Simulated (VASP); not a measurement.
CdTe, 2 atoms in the cell. Symmetry: F-43m, No. 216, cubic system. Conventional cell: a = 6.410 Å, b = 6.410 Å, c = 6.410 Å, α = 90.00°, β = 90.00°, γ = 90.00°. Cd (site symmetry -43m) has 4 Te at 2.78 Å as nearest neighbours. Te (site symmetry -43m) has 4 Cd at 2.78 Å as nearest neighbours. 

```yaml
Program: VASP 6.6.1
Task: single point
Functional: PBE
Potentials_or_basis: VASP PAW PBE potentials, release 64 (Cd, Te)
Cutoff: 520 eV
k_mesh: 8 × 8 × 8
Occupations: gaussian, width 0.05 eV
Spin: no spin polarisation
Dipole_correction: no
Further_INCAR_settings: ALGO = Normal; EDIFF = 1e-07; NBANDS = 16
```

Potentials or basis: VASP PAW PBE potentials, release 64 (Cd, Te).

Command:

```console
$ cat potpaw_PBE.64/Cd/POTCAR potpaw_PBE.64/Te/POTCAR > POTCAR
$ mpirun -np 1 vasp_std > vasp.out
```

Hardware: 1 thread of Intel(R) Xeon(R) Platinum 8488C (Sapphire Rapids), with other jobs on the host.

Task: How long does it take, and how much memory?

Result: It took 30 s on 1 thread of Intel(R) Xeon(R) Platinum 8488C (Sapphire Rapids), with other jobs on the host, peak memory 0.21 GiB. Counts: scf iterations 16, k points 29.
